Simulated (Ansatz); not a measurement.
Crystal: Ir.

```
Ir
1.0
     0.00000    1.91560    1.91560
     1.91560    0.00000    1.91560
     1.91560    1.91560    0.00000
Ir
1
Direct
  0.00000 0.00000 0.00000
```

Base run:

* Program: Ansatz 0.2.0
* Functional: PBE
* Potentials or basis: all-electron LAPW, relativistic spinors
* Cutoff: 284 eV (chosen from the basis error)
* Basis error allowed: 0.001 eV/atom
* k mesh: 9 × 9 × 9
* Occupations: fermi-dirac, width 0.05 eV
* Spin: spin-orbit coupling, no magnetisation

Its results: pressure 11.6 GPa.

Task: The run is repeated on the same cell with these changes: functional from PBE to PBEsol. What comes out?

Result: Pressure -0.2 GPa.

PBEsol binds more tightly than PBE, so the same cell stands under less pressure.

Caveats: the k mesh is thin for a metal, which can move the energy by tens of meV per atom.
